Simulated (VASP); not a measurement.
# Rh (Im-3m) in VASP: settings compared

Aim: see how the results for Rh move with the level of theory and the settings. Levels: PBEsol, r2SCAN. Tasks: single point.

All numbers are computed with VASP 6.6.1; they aren't measurements. Logs are shortened: lines on timing, memory, paths and dates and some standing lists are left out, and cuts for length are marked.

## Step 1: The crystal as given

The structure is cubic, space group Im-3m (No. 229). Conventional cell: a = 3.028 Å, b = 3.028 Å, c = 3.028 Å, α = 90.00°, β = 90.00°, γ = 90.00°. Rh (site symmetry m-3m) is surrounded by 8 Rh at 2.62 Å.

This isn't the form of Rh at room conditions, which is fcc.

## Step 2: Single point, PBEsol

Input file INCAR:

```
  PREC = Accurate
  ENCUT = 900
  EDIFF = 1E-6
  ISMEAR = 0
  SIGMA = 0.1
  LREAL = F
  LASPH = T
  NELM = 80
  ALGO = Normal
  ISIF = 2
  LWAVE = F
  LCHARG = F
  GGA = PS
```

Input file KPOINTS:

```
regular mesh
0
Gamma
  20 20 20
```

Input file POSCAR:

```
Rh
1.0
   -1.5138500000      1.5138500000      1.5138500000
    1.5138500000     -1.5138500000      1.5138500000
    1.5138500000      1.5138500000     -1.5138500000
Rh
1
Direct
    0.0000000000      0.0000000000      0.0000000000
```

Potentials or basis: VASP PAW PBE potentials, release 64 (Rh_pv).

The run is started by

```
> cat potpaw_PBE.64/Rh_pv/POTCAR > POTCAR
> mpirun -np 1 vasp_std > vasp.out
```

OUTCAR:

```text
PREC = Accurate
   ENCUT = 900
   EDIFF = 1E-6
   ISMEAR = 0
   LREAL = F
   LASPH = T
   NELM = 80
   ISIF = 2
   GGA = PS

 ion  position               nearest neighbor table
   1  0.000  0.000  0.000-

  LATTYP: Found a body centered cubic cell.
 ALAT       =     3.0277000000

  Lattice vectors:

 A1 = (  -1.5138500000,   1.5138500000,   1.5138500000)
 A2 = (   1.5138500000,  -1.5138500000,   1.5138500000)
 A3 = (   1.5138500000,   1.5138500000,  -1.5138500000)

Analysis of symmetry for initial positions (statically):
=====================================================================
 Subroutine PRICEL returns:
 Original cell was already a primitive cell.

 Routine SETGRP: Setting up the symmetry group for a
 body centered cubic supercell.

 Subroutine GETGRP returns: Found 48 space group operations
 (whereof 48 operations were pure point group operations)
 out of a pool of 48 trial point group operations.

The static configuration has the point symmetry O_h .

Analysis of symmetry for dynamics (positions and initial velocities):
=====================================================================
 Subroutine PRICEL returns:
 Original cell was already a primitive cell.

 Routine SETGRP: Setting up the symmetry group for a
 body centered cubic supercell.

 Subroutine GETGRP returns: Found 48 space group operations
 (whereof 48 operations were pure point group operations)
 out of a pool of 48 trial point group operations.

The dynamic configuration has the point symmetry O_h .

 Subroutine INISYM returns: Found 48 space group operations
 (whereof 48 operations are pure point group operations),
 and found     1 'primitive' translations

----------------------------------------------------------------------------------------

                                     Primitive cell

  volume of cell :      13.8774

  direct lattice vectors                    reciprocal lattice vectors
    -1.513850000  1.513850000  1.513850000     0.000000000  0.330283714  0.330283714
     1.513850000 -1.513850000  1.513850000     0.330283714  0.000000000  0.330283714
     1.513850000  1.513850000 -1.513850000     0.330283714  0.330283714  0.000000000

  length of vectors
     2.622065115  2.622065115  2.622065115     0.467091707  0.467091707  0.467091707

  position of ions in fractional coordinates (direct lattice)
     0.000000000  0.000000000  0.000000000

  ion indices of the primitive-cell ions
   primitive index   ion index
                 1           1

----------------------------------------------------------------------------------------

 KPOINTS: regular mesh

Automatic generation of k-mesh.
 Grid dimensions read from file:
 generate k-points for:   20   20   20

 Generating k-lattice:

  Cartesian coordinates                     Fractional coordinates (reciprocal lattice)
     0.000000000  0.016514186  0.016514186     0.050000000  0.000000000  0.000000000
     0.016514186  0.000000000  0.016514186     0.000000000  0.050000000  0.000000000
     0.016514186  0.016514186  0.000000000     0.000000000  0.000000000  0.050000000

  Length of vectors
     0.023354585  0.023354585  0.023354585

  Shift w.r.t. Gamma in fractional coordinates (k-lattice)
     0.000000000  0.000000000  0.000000000

 Subroutine IBZKPT returns following result:
 ===========================================

 Found    256 irreducible k-points:

 Following reciprocal coordinates:
            Coordinates               Weight
  0.000000  0.000000  0.000000      1.000000
  0.050000  0.000000  0.000000     12.000000
  0.100000  0.000000  0.000000     12.000000
  0.150000  0.000000  0.000000     12.000000
  0.200000  0.000000  0.000000     12.000000
  0.250000  0.000000  0.000000     12.000000
[... 16 lines left out ...]
  0.200000  0.100000  0.000000     48.000000
  0.250000  0.100000  0.000000     48.000000
 [... further k-points ...]
   k-points           NKPTS =    256   k-points in BZ     NKDIM =    256   number of bands    NBANDS=     11
   number of dos      NEDOS =    301   number of ions     NIONS =      1
   total plane-waves  NPLWV =  21952
   dimension x,y,z NGX =    28 NGY =   28 NGZ =   28
   dimension x,y,z NGXF=    56 NGYF=   56 NGZF=   56
   ions per type =               1
   NGX,Y,Z   is equivalent  to a cutoff of  17.75, 17.75, 17.75 a.u.
   NGXF,Y,Z  is equivalent  to a cutoff of  35.51, 35.51, 35.51 a.u.
 SYSTEM =  unknown system
   PREC   = accura    normal or accurate (medium, high low for compatibility)
   ISTART =      0    job   : 0-new  1-cont  2-samecut
   ICHARG =      2    charge: 1-file 2-atom 10-const
   ISPIN  =      1    spin polarized calculation?
   LNONCOLLINEAR =      F non collinear calculations
   LSORBIT =      F    spin-orbit coupling
   LASPH  =      T    aspherical Exc in radial PAW
   ENCUT  =  900.0 eV  66.15 Ry    8.13 a.u.   6.41  6.41  6.41*2*pi/ulx,y,z
   NELM   =     80;   NELMIN=  2; NELMDL= -5     # of ELM steps
   EDIFF  = 0.1E-05   stopping-criterion for ELM
   LREAL  =      F    real-space projection
   EDIFFG = 0.1E-04   stopping-criterion for IOM
   NSW    =      0    number of steps for IOM
   IBRION =     -1    ionic relax: 0-MD 1-quasi-New 2-CG
   NFREE  =      0    steps in history (QN), initial steepest desc. (CG)
   ISIF   =      2    stress and relaxation
   ISYM   =      2    0-nonsym 1-usesym 2-fastsym
   POTIM  = 0.5000    time-step for ionic-motion
   TEBEG  =    0.0;   TEEND  =   0.0 temperature during run
   PSTRESS=    0.0 pullay stress
   NELECT =      15.0000    total number of electrons
   NUPDOWN=      -1.0000    fix difference up-down
   EMIN   =  10.00;   EMAX   =-10.00  energy-range for DOS
   EFERMI =   0.00;   METHOD = LEGACY
   ISMEAR =     0;   SIGMA  =   0.10  broadening in eV -4-tet -1-fermi 0-gaus
   EFERMI_NEDOS =   21; number of points for ismear=-14 and -15
   IALGO  =     38    algorithm
   IMIX   =      4    mixing-type and parameters
     AMIX     =   0.40;   BMIX     =  1.00
     AMIX_MAG =   1.60;   BMIX_MAG =  1.00
  volume/ion in A,a.u.               =      13.88        93.65
  Fermi-wavevector in a.u.,A,eV,Ry     =   1.680102  3.174933 38.405763  2.822744
  Thomas-Fermi vector in A             =   2.763896
   LORBIT       =      0    0 simple, 1 ext, 2 COOP (PROOUT), +10 PAW based schemes
   GGA     = PS    functional components
   LHFCALC =     F    Hartree Fock is set to
   AEXX    =    0.0000 exact exchange contribution
   IVDW    =     0    specifies the selected vdW correction
   LEPSILON=     F    determine dielectric tensor
   LRPA    =     F    only Hartree local field effects (RPA)
 non-spin polarized calculation
 Gauss-broadening in eV      SIGMA  =   0.10
  energy-cutoff  :      900.00
  volume of cell :       13.88
 maximum number of plane-waves:       887
 NGX is ok and might be reduce to    28
   NGX = 13   NGY = 13   NGZ = 13

 number of electron      15.0000000 magnetization

 Free energy of the ion-electron system (eV)
  ---------------------------------------------------
  ext. energy  EPLUGINS =         0.00000000
  ---------------------------------------------------
  free energy    TOTEN  =        -7.75775581 eV

  energy without entropy =       -7.74461535  energy(sigma->0) =       -7.75118558

 E-fermi :  11.4071     XC(G=0): -14.1405

 val. band max:       11.4003610203   @ k =   0.3500   0.2500   0.0500
 cond. band min:      11.4115911276   @ k =  -0.3000   0.3500   0.0500
 fundamental gap:      0.0112301072
 Fermi energy:        11.4071102040

 k-point     1 :       0.0000    0.0000    0.0000
  band No.  band energies     occupation
      1     -34.5748      2.00000
      2     -34.5748      2.00000
      3     -34.5748      2.00000
      4       3.6057      2.00000
      5       8.4618      2.00000
      6       8.4618      2.00000
      7       8.4618      2.00000
      8      10.9630      2.00000
      9      10.9630      2.00000
     10      29.8413      0.00000
     11      29.8413      0.00000

 k-point     2 :       0.0500    0.0000    0.0000
  band No.  band energies     occupation
      1     -34.5934      2.00000
      2     -34.5809      2.00000
      3     -34.5748      2.00000
      4       3.7121      2.00000
      5       8.4180      2.00000
      6       8.4611      2.00000
      7       8.5469      2.00000
      8      10.9066      2.00000
      9      10.9658      2.00000
     10      29.8875      0.00000
     11      29.8990      0.00000

 k-point     3 :       0.1000    0.0000    0.0000
  band No.  band energies     occupation
      1     -34.6469      2.00000
      2     -34.5986      2.00000
      3     -34.5748      2.00000
      4       4.0207      2.00000
      5       8.2932      2.00000
      6       8.4547      2.00000
      7       8.7989      2.00000
      8      10.7666      2.00000
      9      10.9756      2.00000
     10      29.9711      0.00000
     11      29.9808      0.00000

 k-point     4 :       0.1500    0.0000    0.0000
  band No.  band energies     occupation
      1     -34.7298      2.00000
      2     -34.6260      2.00000
      3     -34.5748      2.00000
      4       4.4946      2.00000
      5       8.1048      2.00000
      6       8.4407      2.00000
      7       9.2069      2.00000
      8      10.6157      2.00000
      9      10.9955      2.00000
     10      29.8217      0.00000
     11      29.9221      0.00000
[... 239 lines left out ...]
 k-point    22 :       0.1500    0.1000    0.0000
  band No.  band energies     occupation
      1     -34.8683      2.00000
      2     -34.6573      2.00000
      3     -34.5974      2.00000
      4       5.3132      2.00000
      5       7.9217      2.00000
      6       8.1559      2.00000
      7      10.1464      2.00000
      8      10.3941      2.00000
      9      11.1452      1.99979
     10      29.0723      0.00000
     11      29.5195      0.00000

 k-point    23 :       0.2000    0.1000    0.0000
  band No.  band energies     occupation
      1     -34.9684      2.00000
      2     -34.6988      2.00000
      3     -34.5995      2.00000
      4       5.7938      2.00000
      5       7.6859      2.00000
      6       8.2565      2.00000
      7      10.3872      2.00000
      8      10.8668      2.00000
      9      11.2538      1.96982
     10      27.8288      0.00000
     11      28.6849      0.00000

 k-point    24 :       0.2500    0.1000    0.0000
  band No.  band energies     occupation
      1     -35.0665      2.00000
      2     -34.7420      2.00000
      3     -34.6006      2.00000
      4       6.0180      2.00000
      5       7.4592      2.00000
      6       8.6742      2.00000
      7      10.4827      2.00000
      8      11.2533      1.97041
      9      11.7951      0.00000
     10      26.1290      0.00000
     11      27.8715      0.00000

 [... further k-points ...]

------------------------ aborting loop because EDIFF is reached ----------------------------------------

  FORCE on cell =-STRESS in cart. coord.  units (eV):
  Direction    XX          YY          ZZ          XY          YZ          ZX
  --------------------------------------------------------------------------------------
  -------------------------------------------------------------------------------------
  Total        0.0169598      0.0169598      0.0169598     -0.0000000      0.0000000     -0.0000000
  in kB        1.9580417      1.9580417      1.9580417     -0.0000000      0.0000000     -0.0000000
  external PRESSURE =       1.9580417 kB  Pullay stress =       0.0000000 kB

 VOLUME and BASIS-vectors are now :
 -----------------------------------------------------------------------------
  energy-cutoff  :      900.00
  volume of cell :       13.88
      direct lattice vectors                 reciprocal lattice vectors
    -1.513850000  1.513850000  1.513850000     0.000000000  0.330283714  0.330283714
     1.513850000 -1.513850000  1.513850000     0.330283714  0.000000000  0.330283714
     1.513850000  1.513850000 -1.513850000     0.330283714  0.330283714  0.000000000

 POSITION                                       TOTAL-FORCE (eV/Angst)
 -----------------------------------------------------------------------------------
      0.00000      0.00000      0.00000         0.000000      0.000000      0.000000
 -----------------------------------------------------------------------------------
    total drift:                               -0.000000     -0.000000     -0.000000

  FREE ENERGIE OF THE ION-ELECTRON SYSTEM (eV)
  ---------------------------------------------------
  free  energy   TOTEN  =        -7.7577558052 eV

  energy  without entropy=       -7.7446153533  energy(sigma->0) =       -7.75118558
```

It took 27 s on 1 thread of Intel Xeon 6975P-C (Granite Rapids), shared host; peak memory 0.23 GiB.

What came out:

```yaml
Free_energy: -7.7578 eV
Pressure: 0.2 GPa
Band_gap_on_the_k_mesh: none (metal or under the smearing width)
```

Caveat: the PAW data sets were made with another functional, which shifts forces and pressure a little.

[end of part 1 of 2]
